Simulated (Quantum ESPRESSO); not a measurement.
**Ir: relaxation of cell and atoms with PBEsol+D3(BJ)**

The system is Ir.

```xyz
2
Lattice="2.7514 0.0000 0.0000 -1.3757 2.3828 0.0000 0.0000 0.0000 4.4623" Properties=species:S:1:pos:R:3 pbc="T T T"
Ir    0.0000    1.5885    1.1156
Ir    1.3757    0.7943    3.3467
```

This isn't the form of Ir at room conditions, which is fcc.

```json
{"Program": "Quantum ESPRESSO 7.5", "Task": "relaxation of cell and atoms", "Functional": "PBEsol", "Dispersion": "D3(BJ)", "Potentials or basis": "GBRV 1.5 PBEsol", "Cutoff": "612 eV", "Density cutoff": "4898 eV", "k mesh": "11 × 11 × 6", "Occupations": "fermi-dirac, width 0.05 eV", "Spin": "no spin polarisation", "ASE optimiser": "BFGS", "Mixing beta": "0.5", "Most SCF iterations": "120", "SCF threshold": "4e-10 Ry"}
```

```yaml
Relaxed_volume: 13.90 Å³/atom
Relaxed_cell: a = 2.706 Å, b = 2.706 Å, c = 4.386 Å, α = 90.00°, β = 90.00°, γ = 120.00°
Space_group_after_relaxing_to_0.05_Å: P6_3/mmc (No. 194)
Energy_gained_by_relaxing: 42.0 meV/atom
Ionic_steps: 4
Pressure_after_relaxing: 0.0 GPa
Band_gap_on_the_k_mesh: none (metal or under the smearing width)
```

The path:
```tsv
step	energy change (eV)	largest force (eV/Å)	pressure (GPa)	volume (Å³)
1	0.0000	0.0000	-17.98	29.25
2	-0.0762	0.0000	-6.01	28.24
3	-0.0840	0.0000	0.51	27.77
4	-0.0841	0.0000	-0.01	27.81
```

Final structure:
```
CELL_PARAMETERS angstrom
2.70570 0.00000 0.00000
-1.35285 2.34321 0.00000
0.00000 0.00000 4.38633
ATOMIC_POSITIONS crystal
Ir 0.33333 0.66667 0.25000
Ir 0.66667 0.33333 0.75000
```

Levels at points of the mesh, in eV from the Fermi level:
```tsv
k point	band 11	band 12	band 13	band 14	band 15	band 16	band 17	band 18	band 19	band 20
(0.00, 0.00, 0.00)	-3.95	-3.27	-3.27	-2.45	-2.45	-0.84	0.29	0.29	7.30	10.69
(0.00, 0.00, -0.50)	-4.07	-4.07	-4.07	-4.07	-0.47	-0.47	-0.47	-0.47	10.69	10.69
```

Run time: 35 s on 2 MPI ranks on Intel(R) Xeon(R) 6975P-C (Granite Rapids), with other jobs on the host, peak memory 0.24 GiB a rank.

Caveat: pairwise dispersion overbinds metals, which lowers pressure and volume. The run has no spin-orbit coupling, so splittings on Ir are missing.
